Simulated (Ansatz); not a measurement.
**Energy ranking of Ti₄Se structures**

Theory: DFT PBE, scalar-relativistic, plane waves, PAW (Ansatz). All cells share a 420 eV cutoff and Γ-centred k meshes spaced at most about 0.3 Å⁻¹ (about 0.25 or finer for metals, 2π included). Cells run with spin keep no moment; the others have no spin polarisation.

Energies over the elements count from the elements' standard structures at the same level, with no fitted energy shifts.

Temperature and zero-point effects are left out. Only the structures computed here compete, so a lower one can exist. The reference form of Se is held partly by dispersion forces, which this level lacks.

Invented guesses were relaxed alike, and ends that match in structure were merged. ΔE counts from the first row. Coordination counts Ti atoms around Se (those within 1.25 times the shortest such distance or 1.15 times the sum of covalent radii). The ends were matched against large subsets of the Crystallography Open Database and the Materials Project, so a missing match doesn't prove that a structure is unreported.

```json
{"#": "1", "reached from": "GeF4 type (I-43m), changed on relaxing", "type and space group": "I-42m (No. 121)", "atoms": "5", "Å³/atom": "17.8", "coordination": "Se 8", "ΔE (meV/atom)": "0", "gap on mesh (eV)": "0.00", "in databases": "no match"}
{"#": "2", "reached from": "random cell", "type and space group": "Pm-3m (No. 221)", "atoms": "5", "Å³/atom": "20.1", "coordination": "Se 6", "ΔE (meV/atom)": "442", "gap on mesh (eV)": "0.00", "in databases": "no match"}
{"#": "3", "reached from": "random cell", "type and space group": "F-43m (No. 216)", "atoms": "5", "Å³/atom": "20.9", "coordination": "Se 12", "ΔE (meV/atom)": "1069", "gap on mesh (eV)": "0.00", "in databases": "no match"}
```

The lowest: Space group I-42m (No. 121), tetragonal, a = 5.406 Å, c = 6.104 Å. Around Ti lie 2 Se at 2.51–2.62 Å, 2 Ti at 2.75 Å and 7 Ti at 2.96–3.17 Å; around Se lie 8 Ti at 2.51–2.62 Å. Its energy over the elements is −0.36 eV/atom. It lies below the elements, which doesn't yet make it stable against other compounds or structures. An observed structure of this formula, if there is one, may be missing.

```yaml
crystal:
  lattice:
    - [-2.70279, 2.70279, 3.05203]
    - [2.70279, -2.70279, 3.05203]
    - [2.70279, 2.70279, -3.05203]
  atoms:
    - { symbol: Ti, position: [0.04694, 0.04694, 0.38726] }
    - { symbol: Ti, position: [0.65968, 0.65968, 0.61274] }
    - { symbol: Ti, position: [0.34032, 0.95306, 0.00000] }
    - { symbol: Ti, position: [0.95306, 0.34032, 0.00000] }
    - { symbol: Se, position: [0.50000, 0.50000, 0.00000] }
```

The second: Space group Pm-3m (No. 221), cubic, a = 4.649 Å. Around Ti on a site of symmetry 4/mmm lie 2 Se at 2.32 Å and 12 Ti at 3.29 Å; around Ti on a site of symmetry m-3m lie 12 Ti at 3.29 Å; Se has 6 Ti at 2.32 Å. Counting Ti atoms around Se, the first has Se 8 and the second has Se 6. Cells relaxed within their symmetry can be saddle points.

```xyz
5
Lattice="4.6491 0.0000 0.0000 0.0000 4.6491 0.0000 0.0000 0.0000 4.6491" Properties=species:S:1:pos:R:3 pbc="T T T"
Ti    2.3245    0.0000    0.0000
Ti    0.0000    2.3245    0.0000
Ti    0.0000    0.0000    2.3245
Ti    2.3245    2.3245    2.3245
Se    0.0000    0.0000    0.0000
```

Some structure types and database cells were kept out of the candidates from the start, so a known form may be missing.
